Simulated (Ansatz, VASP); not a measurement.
# Two plane-wave programs on TaN

```xyz
2
Lattice="0.0000 2.1790 2.1790 2.1790 0.0000 2.1790 2.1790 2.1790 0.0000" Properties=species:S:1:pos:R:3 pbc="T T T"
Ta    2.1790    2.1790    2.1790
N     0.0000    0.0000    0.0000
```

Alike in both runs: task single point; functional PBE; k mesh 4 × 4 × 4; occupations methfessel-paxton of order 1, width 0.1 eV; no spin polarisation.

|  | VASP | Ansatz |
| --- | --- | --- |
| version | VASP 6.6.1 | Ansatz 0.2.0 |
| potentials or method | VASP PAW PBE potentials, release 64 (Ta_pv, N) | plane waves, PAW |
| plane-wave cutoff (eV) | 520 | 550 |
| valence electrons in the cell | 16 | 18 |

|  | VASP | Ansatz | Ansatz less VASP |
| --- | --- | --- | --- |
| pressure (GPa) | 16.7 | 15.7 | -0.95 |

The two sets of potentials don't hold the same shells in valence.

Caveats: the k mesh is coarse (spacing up to 0.62 Å⁻¹), so the values aren't converged; so large a pressure means that the cell lies far from this level's equilibrium, or that cutoff or potentials fall short (VASP). The runs have no spin-orbit coupling, so splittings on Ta are missing.
